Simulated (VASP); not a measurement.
# GaN (I-4m2) in VASP: a series of runs

The runs below take GaN through single point, with LDA.

Program: VASP 6.6.1. These are calculated values, not measurements. Logs are shortened: lines on timing, memory, paths and dates and some standing lists are left out, and cuts for length are marked.

## Step 1: The cell of the first run

It takes space group I-4m2 (No. 119, tetragonal). The conventional cell has a = 3.187 Å, b = 3.187 Å, c = 4.732 Å, α = 90.00°, β = 90.00°, γ = 90.00°. Ga (site symmetry -4m2) has 4 N at 1.98 Å as nearest neighbours. N (site symmetry -4m2) has 4 Ga at 1.98 Å as nearest neighbours.

The cell is a database's computed one.

## Step 2: Single point, LDA (strain +0.000 along x and y, +0.050 along z, atoms carried along)

File INCAR:

```
  ALGO = Fast
  EDIFF = 1E-7
  ENCUT = 520
  GGA = CA
  ISIF = 2
  ISMEAR = 0
  LASPH = T
  LCHARG = F
  LREAL = F
  LWAVE = F
  NBANDS = 16
  NELM = 60
  PREC = Accurate
  SIGMA = 0.05
```

File KPOINTS:

```
k-points
0
Gamma
  10 10 10
```

File POSCAR:

```
GaN
1.0
    0.0000000000      2.2535006075      2.3661756379
    2.2535006075      0.0000000000      2.3661756379
    2.2535006075      2.2535006075      0.0000000000
Ga N
1 1
Direct
    0.0000000000      0.0000000000      0.0000000000
    0.7500000000      0.7500000000      0.7500000000
```

Potentials or basis: VASP PAW LDA potentials, release 64 (Ga_d, N).

Run with:

```console
$ cat potpaw_LDA.64/Ga_d/POTCAR potpaw_LDA.64/N/POTCAR > POTCAR
$ mpirun -np 1 vasp_std > vasp.out
```

OUTCAR:

```text
EDIFF = 1E-7
   ENCUT = 520
   GGA = CA
   ISIF = 2
   ISMEAR = 0
   LASPH = T
   LREAL = F
   NELM = 60
   PREC = Accurate

 ion  position               nearest neighbor table
   1  0.000  0.000  0.000-   2 1.98   2 1.98   2 1.98   2 1.98
   2  0.750  0.750  0.750-   1 1.98   1 1.98   1 1.98   1 1.98

  LATTYP: Found a body centered tetragonal cell.
 ALAT       =     3.1869311219
 C/A-ratio  =     1.4849242405

  Lattice vectors:

 A1 = (  -2.2535006075,   0.0000000000,   2.3661756379)
 A2 = (   2.2535006075,   0.0000000000,   2.3661756379)
 A3 = (   0.0000000000,   2.2535006075,  -2.3661756379)

Analysis of symmetry for initial positions (statically):
=====================================================================
 Subroutine PRICEL returns:
 Original cell was already a primitive cell.

 Routine SETGRP: Setting up the symmetry group for a
 body centered tetragonal supercell.

 Subroutine GETGRP returns: Found  8 space group operations
 (whereof  8 operations were pure point group operations)
 out of a pool of 16 trial point group operations.

The static configuration has the point symmetry D_2d.

Analysis of symmetry for dynamics (positions and initial velocities):
=====================================================================
 Subroutine PRICEL returns:
 Original cell was already a primitive cell.

 Routine SETGRP: Setting up the symmetry group for a
 body centered tetragonal supercell.

 Subroutine GETGRP returns: Found  8 space group operations
 (whereof  8 operations were pure point group operations)
 out of a pool of 16 trial point group operations.

The dynamic configuration has the point symmetry D_2d.

 Subroutine INISYM returns: Found  8 space group operations
 (whereof  8 operations are pure point group operations),
 and found     1 'primitive' translations

----------------------------------------------------------------------------------------

                                     Primitive cell

  volume of cell :      24.0321

  direct lattice vectors                    reciprocal lattice vectors
     0.000000000  2.253500607  2.366175638    -0.221877020  0.221877020  0.211311448
     2.253500607  0.000000000  2.366175638     0.221877020 -0.221877020  0.211311448
     2.253500607  2.253500607  0.000000000     0.221877020  0.221877020 -0.211311448

  length of vectors
     3.267575881  3.267575881  3.186931122     0.378300611  0.378300611  0.378300611

  position of ions in fractional coordinates (direct lattice)
     0.000000000  0.000000000  0.000000000
     0.750000000  0.750000000  0.750000000

  ion indices of the primitive-cell ions
   primitive index   ion index
                 1           1
                 2           2

----------------------------------------------------------------------------------------

 KPOINTS: k-points

Automatic generation of k-mesh.
 Grid dimensions read from file:
 generate k-points for:   10   10   10

 Generating k-lattice:

  Cartesian coordinates                     Fractional coordinates (reciprocal lattice)
    -0.022187702  0.022187702  0.021131145     0.100000000  0.000000000  0.000000000
     0.022187702 -0.022187702  0.021131145     0.000000000  0.100000000  0.000000000
     0.022187702  0.022187702 -0.021131145     0.000000000  0.000000000  0.100000000

  Length of vectors
     0.037830061  0.037830061  0.037830061

  Shift w.r.t. Gamma in fractional coordinates (k-lattice)
     0.000000000  0.000000000  0.000000000

 Subroutine IBZKPT returns following result:
 ===========================================

 Found    102 irreducible k-points:

 Following reciprocal coordinates:
            Coordinates               Weight
  0.000000  0.000000  0.000000      1.000000
  0.100000  0.000000  0.000000      8.000000
  0.200000  0.000000  0.000000      8.000000
  0.300000 -0.000000  0.000000      8.000000
  0.400000 -0.000000  0.000000      8.000000
  0.500000 -0.000000  0.000000      4.000000
[... 16 lines left out ...]
  0.300000  0.300000  0.000000      2.000000
  0.400000  0.300000  0.000000      8.000000
 [... further k-points ...]
   k-points           NKPTS =    102   k-points in BZ     NKDIM =    102   number of bands    NBANDS=     16
   number of dos      NEDOS =    301   number of ions     NIONS =      2
   total plane-waves  NPLWV =  13824
   dimension x,y,z NGX =    24 NGY =   24 NGZ =   24
   dimension x,y,z NGXF=    48 NGYF=   48 NGZF=   48
   ions per type =               1   1
   NGX,Y,Z   is equivalent  to a cutoff of  12.21, 12.21, 12.52 a.u.
   NGXF,Y,Z  is equivalent  to a cutoff of  24.42, 24.42, 25.04 a.u.
 SYSTEM =  unknown system
   PREC   = accura    normal or accurate (medium, high low for compatibility)
   ISTART =      0    job   : 0-new  1-cont  2-samecut
   ICHARG =      2    charge: 1-file 2-atom 10-const
   ISPIN  =      1    spin polarized calculation?
   LNONCOLLINEAR =      F non collinear calculations
   LSORBIT =      F    spin-orbit coupling
   LASPH  =      T    aspherical Exc in radial PAW
   ENCUT  =  520.0 eV  38.22 Ry    6.18 a.u.   6.08  6.08  5.93*2*pi/ulx,y,z
   NELM   =     60;   NELMIN=  2; NELMDL= -5     # of ELM steps
   EDIFF  = 0.1E-06   stopping-criterion for ELM
   LREAL  =      F    real-space projection
   EDIFFG = 0.1E-05   stopping-criterion for IOM
   NSW    =      0    number of steps for IOM
   IBRION =     -1    ionic relax: 0-MD 1-quasi-New 2-CG
   NFREE  =      0    steps in history (QN), initial steepest desc. (CG)
   ISIF   =      2    stress and relaxation
   ISYM   =      2    0-nonsym 1-usesym 2-fastsym
   POTIM  = 0.5000    time-step for ionic-motion
   TEBEG  =    0.0;   TEEND  =   0.0 temperature during run
   PSTRESS=    0.0 pullay stress
   NELECT =      18.0000    total number of electrons
   NUPDOWN=      -1.0000    fix difference up-down
   EMIN   =  10.00;   EMAX   =-10.00  energy-range for DOS
   EFERMI =   0.00;   METHOD = LEGACY
   ISMEAR =     0;   SIGMA  =   0.05  broadening in eV -4-tet -1-fermi 0-gaus
   EFERMI_NEDOS =   21; number of points for ismear=-14 and -15
   IALGO  =     68    algorithm
   IMIX   =      4    mixing-type and parameters
     AMIX     =   0.40;   BMIX     =  1.00
     AMIX_MAG =   1.60;   BMIX_MAG =  1.00
  volume/ion in A,a.u.               =      12.02        81.09
  Fermi-wavevector in a.u.,A,eV,Ry     =   1.486740  2.809530 30.074242  2.210394
  Thomas-Fermi vector in A             =   2.599988
   LORBIT       =      0    0 simple, 1 ext, 2 COOP (PROOUT), +10 PAW based schemes
   GGA     = CA    functional components
   LHFCALC =     F    Hartree Fock is set to
   AEXX    =    0.0000 exact exchange contribution
   IVDW    =     0    specifies the selected vdW correction
   LEPSILON=     F    determine dielectric tensor
   LRPA    =     F    only Hartree local field effects (RPA)
 non-spin polarized calculation
 RMM-DIIS sequential band-by-band and
 Gauss-broadening in eV      SIGMA  =   0.05
  energy-cutoff  :      520.00
  volume of cell :       24.03
 maximum number of plane-waves:       662
   NGX = 13   NGY = 13   NGZ = 11

 number of electron      17.9999988 magnetization

 Free energy of the ion-electron system (eV)
  ---------------------------------------------------
  ext. energy  EPLUGINS =         0.00000000
  ---------------------------------------------------
  free energy    TOTEN  =       -13.84851351 eV

  energy without entropy =      -13.84851351  energy(sigma->0) =      -13.84851351

 E-fermi :   4.8723     XC(G=0): -11.8627

 val. band max:        4.5891548755   @ k =   0.0000   0.0000   0.0000
 cond. band min:       5.9293430388   @ k =   0.0000   0.0000   0.0000
 fundamental gap:      1.3401881633
 Fermi energy:         4.8723267393

 k-point     1 :       0.0000    0.0000    0.0000
  band No.  band energies     occupation
      1     -10.8824      2.00000
      2      -9.0473      2.00000
      3      -8.9974      2.00000
      4      -8.9974      2.00000
      5      -8.7444      2.00000
      6      -8.7435      2.00000
[... 8 lines left out ...]
     15      21.8584      0.00000
     16      22.7894      0.00000

 k-point     2 :       0.1000    0.0000    0.0000
  band No.  band energies     occupation
      1     -10.7839      2.00000
      2      -9.0271      2.00000
      3      -8.9858      2.00000
      4      -8.9604      2.00000
      5      -8.7465      2.00000
      6      -8.7429      2.00000
[... 8 lines left out ...]
     15      21.7316      0.00000
     16      22.1252      0.00000

 k-point     3 :       0.2000    0.0000    0.0000
  band No.  band energies     occupation
      1     -10.5499      2.00000
      2      -8.9934      2.00000
      3      -8.9590      2.00000
      4      -8.7854      2.00000
      5      -8.7486      2.00000
      6      -8.7284      2.00000
[... 8 lines left out ...]
     15      21.0437      0.00000
     16      21.1962      0.00000

 k-point     4 :       0.3000   -0.0000    0.0000
  band No.  band energies     occupation
      1     -10.3360      2.00000
      2      -8.9688      2.00000
      3      -8.9351      2.00000
      4      -8.7411      2.00000
      5      -8.7246      2.00000
      6      -8.3252      2.00000
[... 8 lines left out ...]
     15      21.3403      0.00000
     16      21.3780      0.00000

 k-point     5 :       0.4000   -0.0000    0.0000
  band No.  band energies     occupation
      1     -10.2322      2.00000
      2      -8.9587      2.00000
      3      -8.9253      2.00000
      4      -8.7250      2.00000
      5      -8.7001      2.00000
      6      -7.6895      2.00000
[... 8 lines left out ...]
     15      22.4942      0.00000
     16      22.6390      0.00000

 k-point     6 :       0.5000   -0.0000    0.0000
  band No.  band energies     occupation
      1     -10.2065      2.00000
      2      -8.9568      2.00000
      3      -8.9238      2.00000
      4      -8.7166      2.00000
      5      -8.6887      2.00000
      6      -7.3352      2.00000
[... 8 lines left out ...]
     15      23.3525      0.00000
     16      23.5125      0.00000

 k-point     7 :       0.1000    0.1000    0.0000
  band No.  band energies     occupation
      1     -10.7585      2.00000
      2      -8.9990      2.00000
      3      -8.9756      2.00000
      4      -8.9756      2.00000
      5      -8.7546      2.00000
      6      -8.7392      2.00000
[... 8 lines left out ...]
     15      22.4027      0.00000
     16      23.9376      0.00000

 k-point     8 :       0.2000    0.1000    0.0000
  band No.  band energies     occupation
      1     -10.5759      2.00000
      2      -8.9767      2.00000
      3      -8.9480      2.00000
      4      -8.8459      2.00000
      5      -8.7555      2.00000
      6      -8.7351      2.00000
[... 8 lines left out ...]
     15      22.7077      0.00000
     16      23.1368      0.00000

 k-point     9 :       0.3000    0.1000    0.0000
  band No.  band energies     occupation
      1     -10.3617      2.00000
      2      -8.9615      2.00000
      3      -8.9206      2.00000
      4      -8.7625      2.00000
      5      -8.7282      2.00000
      6      -8.4588      2.00000
[... 8 lines left out ...]
     15      21.8332      0.00000
     16      22.8405      0.00000
[... 172 lines left out ...]
 k-point    19 :       0.5000    0.2000    0.0000
  band No.  band energies     occupation
      1     -10.1554      2.00000
      2      -8.9331      2.00000
      3      -8.8614      2.00000
      4      -8.7614      2.00000
      5      -8.7117      2.00000
      6      -7.2681      2.00000
[... 8 lines left out ...]
     15      23.7710      0.00000
     16      24.4681      0.00000

 k-point    20 :      -0.4000    0.2000    0.0000
  band No.  band energies     occupation
      1     -10.1497      2.00000
      2      -8.9410      2.00000
      3      -8.8673      2.00000
      4      -8.7379      2.00000
      5      -8.7317      2.00000
      6      -7.0987      2.00000
[... 8 lines left out ...]
     15      22.6130      0.00000
     16      23.7091      0.00000

 k-point    21 :      -0.3000    0.2000    0.0000
  band No.  band energies     occupation
      1     -10.1798      2.00000
      2      -8.9458      2.00000
      3      -8.8816      2.00000
      4      -8.7592      2.00000
      5      -8.7344      2.00000
      6      -7.5230      2.00000
[... 8 lines left out ...]
     15      21.4213      0.00000
     16      23.9657      0.00000

 k-point    22 :      -0.2000    0.2000    0.0000
  band No.  band energies     occupation
      1     -10.2662      2.00000
      2      -8.9559      2.00000
      3      -8.9111      2.00000
      4      -8.7709      2.00000
      5      -8.7451      2.00000
      6      -8.1098      2.00000
[... 8 lines left out ...]
     15      21.4482      0.00000
     16      23.9090      0.00000

 k-point    23 :       0.3000    0.3000    0.0000
  band No.  band energies     occupation
      1     -10.2282      2.00000
      2      -8.8632      2.00000
      3      -8.8403      2.00000
      4      -8.8403      2.00000
      5      -8.7086      2.00000
      6      -8.2060      2.00000
[... 8 lines left out ...]
     15      26.1794      0.00000
     16      26.6917      0.00000

 k-point    24 :       0.4000    0.3000    0.0000
  band No.  band energies     occupation
      1     -10.1589      2.00000
      2      -8.8839      2.00000
      3      -8.8146      2.00000
      4      -8.8124      2.00000
      5      -8.7019      2.00000
      6      -7.7355      2.00000
[... 8 lines left out ...]
     15      26.0152      0.00000
     16      26.7019      0.00000

 [... further k-points ...]

------------------------ aborting loop because EDIFF is reached ----------------------------------------

  FORCE on cell =-STRESS in cart. coord.  units (eV):
  Direction    XX          YY          ZZ          XY          YZ          ZX
  --------------------------------------------------------------------------------------
  -------------------------------------------------------------------------------------
  Total       -1.6495362     -1.6495362     -2.7295436      0.0000000      0.0000000      0.0000000
  in kB     -109.9714899   -109.9714899   -181.9735579      0.0000000      0.0000000      0.0000000
  external PRESSURE =    -133.9721793 kB  Pullay stress =       0.0000000 kB

 VOLUME and BASIS-vectors are now :
 -----------------------------------------------------------------------------
  energy-cutoff  :      520.00
  volume of cell :       24.03
      direct lattice vectors                 reciprocal lattice vectors
     0.000000000  2.253500607  2.366175638    -0.221877020  0.221877020  0.211311448
     2.253500607  0.000000000  2.366175638     0.221877020 -0.221877020  0.211311448
     2.253500607  2.253500607  0.000000000     0.221877020  0.221877020 -0.211311448

 POSITION                                       TOTAL-FORCE (eV/Angst)
 -----------------------------------------------------------------------------------
      0.00000      0.00000      0.00000        -0.000000     -0.000000      0.000000
      3.38025      3.38025      3.54926         0.000000      0.000000     -0.000000
 -----------------------------------------------------------------------------------
    total drift:                               -0.000001     -0.000001     -0.000001

  FREE ENERGIE OF THE ION-ELECTRON SYSTEM (eV)
  ---------------------------------------------------
  free  energy   TOTEN  =       -13.8485135055 eV

  energy  without entropy=      -13.8485135055  energy(sigma->0) =      -13.84851351
```

Wall time 31 s (1 thread of Intel Xeon Platinum 8488C (Sapphire Rapids), shared host); peak memory 0.15 GiB.

What came out:

| Item | Value |
| --- | --- |
| Free energy | -13.8485 eV |
| Pressure | -13.4 GPa |
| Band gap on the k mesh | 1.34 eV, direct |

Stress tensor (GPa, compression positive):
```
-11.00   0.00   0.00
  0.00 -11.00   0.00
  0.00   0.00 -18.20
```

## Step 3: Single point, LDA (strain -0.050 along x and y, +0.025 along z, atoms carried along)

File INCAR:

```
  ALGO = Normal
  EDIFF = 1E-6
  ENCUT = 520
  GGA = CA
  ISIF = 2
  ISMEAR = 0
  LASPH = T
  LCHARG = F
  LREAL = F
  LWAVE = F
  NBANDS = 16
  NELM = 80
  PREC = Accurate
  SIGMA = 0.05
```

KPOINTS is that of step 2.

File POSCAR:

```
GaN
1.0
    0.0000000000      2.1408255771      2.3098381227
    2.1408255771      0.0000000000      2.3098381227
    2.1408255771      2.1408255771      0.0000000000
Ga N
1 1
Direct
    0.0000000000      0.0000000000      0.0000000000
    0.7500000000      0.7500000000      0.7500000000
```

Potentials or basis: VASP PAW LDA potentials, release 64 (Ga_d, N).

Run with:

```console
$ cat potpaw_LDA.64/Ga_d/POTCAR potpaw_LDA.64/N/POTCAR > POTCAR
$ mpirun -np 1 vasp_std > vasp.out
```

Run time: 17 s. Hardware: 1 thread of Intel Xeon Platinum 8488C (Sapphire Rapids), shared host; peak memory 0.14 GiB.

Results (log left out):

| Property | Result |
| --- | --- |
| Free energy | -13.8732 eV |
| Pressure | 10.4 GPa |
| Band gap on the k mesh | 2.10 eV, direct |

Stress tensor (GPa, compression positive):
```
14.24  0.00  0.00
 0.00 14.24  0.00
 0.00  0.00  2.83
```

Levels at points of the mesh, in eV from the valence-band top:
| k point | band 7 | band 8 | band 9 | band 10 | band 11 | band 12 |
| --- | --- | --- | --- | --- | --- | --- |
| (0.00, 0.00, 0.00) | -0.43 | 0.00 | 0.00 | 2.10 | 10.43 | 10.43 |
| (0.50, 0.00, 0.00) | -7.78 | -1.54 | -0.89 | 4.75 | 8.86 | 10.12 |
| (0.50, 0.50, 0.00) | -7.26 | -2.72 | -2.72 | 3.56 | 7.64 | 11.17 |
| (0.50, 0.00, 0.50) | -6.36 | -3.35 | -3.32 | 2.96 | 6.37 | 12.29 |
